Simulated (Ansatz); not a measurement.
Ansatz input file:

```yaml
crystal:
  lattice:
    - [3.560232814, 0.0, 0.0]
    - [-1.780116407, 3.0832520603, 0.0]
    - [0.0, 0.0, 17.52405782]
  atoms:
    - { symbol: Te, position: [0.33333333, 0.66666667, 0.89785545] }
    - { symbol: Te, position: [0.33333333, 0.66666667, 0.10214455] }
    - { symbol: Mo, position: [-0.0067243909, -0.0096456597, 0.0018882613] }
basis:
  ecutwfc: 420
kpoints:
  mp_grid: { grid: [9, 9, 2] }
hamiltonian:
  xc: pbesol
scf:
  occupations: { method: gaussian, width: 0.02 }
output:
  forces: true
  stress: true
  eigenvalues: true
```

It can be run as
```bash
ansatz run input.yaml --threads 1 --pin off --backend cpu --events-out ev --progress --plain --runs-dir out  # memory cap (--max-ram) not shown
```

Method: DFT PBEsol, scalar-relativistic, plane waves, PAW (Ansatz).

Part of what the program printed, abridged:

```
Pseudopotentials: kind: paw
Pseudopotential: Te, paw, valence charge 16, recommended cutoff 420 eV (normal)
Pseudopotential: Mo, paw, valence charge 14, recommended cutoff 420 eV (normal)
Functional definition: PBEsol
Crystal: 3 atoms, lattice volume = 192.363 Å³
Basis set: ecut = 420 eV, 3701 PW (Γ), exchange–correlation on 48×48×240 points (8 copies of the dense FFT grid, shifted against one another)
Bands: 28, of which v1, the nominal top of the filled ones, is band 23 counted from 1 (22 counted from 0)
Symmetry: 1 space group operations
Space group: P1 (ITA 1), of the structure as read, at distance tolerance 5.8e-5 Å
k-points: 82 of 162 (time reversal used)
Initial density: superposition of atomic densities (neutral atoms: chi_scale 0, normalization atom), corrected by the library's trained network
Initial wavefunctions: pseudopotential atomic-orbital guess
Functional: x = pbesol(κ = 0.804, μ = 0.12345679), c = pbesol(β = 0.046)
SCF iter   1: F=—  HF=-18701.224707 eV  |F-HF|=—  |Δ(HF+E_count)|=         —  Δρ=3.47e-3  dr2=1.24e-2  ethr=1.77e-3  ⟨swp⟩=10.3  Hψ=12161  notcnv=0
SCF iter   2: F=—  HF=-18701.227191 eV  |F-HF|=—  |Δ(HF+E_count)|=   2.48e-3  Δρ=1.89e-3  dr2=7.47e-3  ethr=2.69e-5  ⟨swp⟩=3.1  Hψ=4995  notcnv=0  defer=82
SCF iter   3: F=—  HF=-18701.228848 eV  |F-HF|=—  |Δ(HF+E_count)|=   1.66e-3  Δρ=1.37e-3  dr2=6.98e-3  ethr=1.62e-5  ⟨swp⟩=2.0  Hψ=3114  notcnv=0
automatic band count: iteration 3 solves 27 bands in place of 28: the levels show a gap, and the empty bands left out lie too high to hold charge; the band table lists the bands solved (type scf.n_extra_bands for more)
SCF iter   4: F=—  HF=-18701.228634 eV  |F-HF|=—  |Δ(HF+E_count)|=   2.15e-4  Δρ=2.23e-4  dr2=1.91e-4  ethr=1.52e-5  ⟨swp⟩=2.0  Hψ=2741  notcnv=0
SCF iter   5: F=—  HF=-18701.228673 eV  |F-HF|=—  |Δ(HF+E_count)|=   3.97e-5  Δρ=1.09e-4  dr2=1.05e-4  ethr=4.14e-7  ⟨swp⟩=2.1  Hψ=2857  notcnv=0
SCF iter   6: F=—  HF=-18701.228676 eV  |F-HF|=—  |Δ(HF+E_count)|=   2.57e-6  Δρ=4.06e-5  dr2=6.40e-6  ethr=2.29e-7  ⟨swp⟩=2.0  Hψ=2438  notcnv=0
SCF iter   7: F=—  HF=-18701.228714 eV  |F-HF|=—  |Δ(HF+E_count)|=   3.77e-5  Δρ=1.73e-5  dr2=1.06e-6  ethr=1.39e-8  ⟨swp⟩=2.0  Hψ=2934  notcnv=0
SCF iter   8: F=-18701.228714 eV  HF=-18701.228714 eV  |F-HF|=4.89e-8  |Δ(HF+E_count)|=   7.76e-7  Δρ=4.41e-6  dr2=4.84e-8  ethr=2.17e-10  ⟨swp⟩=4.8  Hψ=10102  notcnv=0
SCF 1 converged in 8 iterations: F = -18701.228714 eV  dr2 = 4.84e-8
SCF converged after 8 iterations
Free energy (F): -18701.228714 eV
Harris-Foulkes:  -18701.228714 eV  (|F-HF|=4.89e-8)
Internal energy: -18701.228714 eV  (E = F + TS)
E sigma→0 (E₀):  -18701.228714 eV
Fermi energy:    2.213174 eV
--- Per-component energies (eV) ---
  E_band       = -1055.632405
  E_kinetic    = 803.746836
  E_local      = -27266.462027  (includes V_loc(G=0)·N_el)
  E_nonlocal   = -469.670626
  E_hartree    = 13610.338740
  E_xc         = -429.181037
  E_vxc        = -436.844514  (∫ρ·V_xc dr)
  E_paw        = -12314.275161  (= ΣΔE_a)
  E_vpaw       = -907.060619  (= ΣTr[D̂ρ^β])
  E_aug_tail   = -0.000323  (compensation charges beyond the density's cutoff)
  E_ewald      = 7363.315954
  E_core_change = 0.958930  (= ΣΔE_core)
  E_smearing   =  0.000000  (= −TS)
--- Forces (eV/Å), atoms counted from 1 ---
  atom   1  Te    -0.04414992    -0.18878673     0.50202174
  atom   2  Te    -0.05115548    -0.21699083     0.19777171
  atom   3  Mo     0.09530534     0.40577664    -0.69980588
--- Stress (GPa, compression-positive) ---
       -1.157923       0.036553      -0.007818
        0.036553      -1.483537      -0.030865
       -0.007818      -0.030865      -0.472965
  P = ⅓ Tr σ = -1.0381 GPa (-10.381 kbar)
--- Band table (eV; the first three rows and the last of 82) ---
  k-point 0: bands = ["-58.8873", "-34.7196", "-34.7194", "-34.6855", "-34.6853", "-34.6544", "-34.6519", "-34.6319", "-34.6160", "-34.6135", "-34.5888", "-33.0554", "-32.9328", "-32.9287", "-10.8651", "-9.8880", "-3.2328", "-0.0267", "0.0157", "0.0594", "0.7178", "0.8831", "1.3218", "4.6392", "4.8156", "5.0372", "5.1082"]
  k-point 1: bands = ["-58.8873", "-34.7196", "-34.7194", "-34.6855", "-34.6853", "-34.6544", "-34.6519", "-34.6319", "-34.6160", "-34.6135", "-34.5888", "-33.0554", "-32.9328", "-32.9287", "-10.8651", "-9.8880", "-3.2328", "-0.0267", "0.0157", "0.0594", "0.7178", "0.8831", "1.3218", "4.6392", "4.8156", "5.0372", "5.1082"]
  k-point 2: bands = ["-58.8864", "-34.7195", "-34.7171", "-34.6860", "-34.6833", "-34.6549", "-34.6534", "-34.6310", "-34.6166", "-34.6153", "-34.5877", "-33.0479", "-32.9436", "-32.9354", "-10.7013", "-9.7741", "-3.0544", "-0.4039", "-0.2331", "0.1439", "0.5210", "0.9735", "1.3051", "4.0499", "4.2947", "4.6413", "5.0065"]
  k-point 81: bands = ["-58.8801", "-34.7224", "-34.7027", "-34.6879", "-34.6715", "-34.6617", "-34.6566", "-34.6290", "-34.6234", "-34.6181", "-34.5806", "-33.0451", "-32.9938", "-32.9567", "-9.1920", "-8.7816", "-3.0782", "-2.3272", "-1.5968", "-0.7707", "0.1630", "0.3495", "1.2928", "3.1495", "3.3136", "4.3279", "5.2755"]
```

The calculation finished and met its thresholds.

  The cell holds layers, and where no dispersion correction was added their binding is poorly described.